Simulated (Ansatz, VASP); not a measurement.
One calculation of HfC, two programs

INCAR

```
PREC = Accurate ; ENCUT = 520
EDIFF = 1E-7 ; ISMEAR = -1
SIGMA = 0.05 ; LREAL = False
LASPH = True ; NELM = 80
ALGO = Normal ; ISIF = 2
LWAVE = False ; LCHARG = False
GGA = PE ; NBANDS = 14
```

The input KPOINTS:

```
regular mesh
0
Gamma
  15 15 15
```

POSCAR

```
HfC
1.0
    0.0465000000      2.3482500000      2.3482500000
    2.3482500000      0.0465000000      2.3482500000
    2.3482500000      2.3482500000      0.0465000000
Hf C
1 1
Direct
    0.5000000000      0.5000000000      0.5000000000
    0.0000000000      0.0000000000      0.0000000000
```

Input for Ansatz:

```yaml
crystal:
  lattice:
    - [0.0465, 2.34825, 2.34825]
    - [2.34825, 0.0465, 2.34825]
    - [2.34825, 2.34825, 0.0465]
  atoms:
    - { symbol: Hf, position: [0.5, 0.5, 0.5] }
    - { symbol: C, position: [0.0, 0.0, 0.0] }
kpoints:
  mp_grid: { grid: [15, 15, 15] }
  band_path:
    path:
      - [0.0, 0.0, 0.0]
      - [0.5, 0.5, 0.5]
      - [0.2451701269, 0.5, 0.7548298731]
      - [-0.2451701269, 0.2451701269, 0.5]
      - [0.0, 0.0, 0.5]
      - [0.0, 0.0, 0.0]
      - [-0.3725850634, 0.0, 0.3725850634]
      - [0.0, 0.3725850634, 0.6274149366]
      - [0.0, 0.5, 0.5]
    npoints: 5
scf:
  occupations: { method: fermi_dirac, width: 0.05 }
hamiltonian:
  xc: pbe
  pseudopotentials: { kind: all_electron, lapw: { basis_error: 0.001 } }
output:
  forces: true
  stress: true
  eigenvalues: true
```

Change from the starting cell: equal xy, yz and zx shear strains of +2 %.

Alike in both runs: task single point; functional PBE; k mesh 15 × 15 × 15; occupations fermi-dirac, width 0.05 eV; no spin polarisation.

```csv
,VASP,Ansatz
version,VASP 6.6.1,Ansatz 0.2.0
potentials or method,"VASP PAW PBE potentials, release 64 (Hf_pv, C)","all-electron LAPW, scalar-relativistic"
plane-wave cutoff (eV),520,see its input
```

```csv
,VASP,Ansatz,Ansatz less VASP
pressure (GPa),-0.4,0.3,+0.70
largest component of the traceless stress (GPa),3.47,3.46,-0.010
```

Ansatz ran all-electron here, so the differences hold the error of VASP's frozen core and of both bases.

The runs have no spin-orbit coupling, so splittings on Hf are missing.
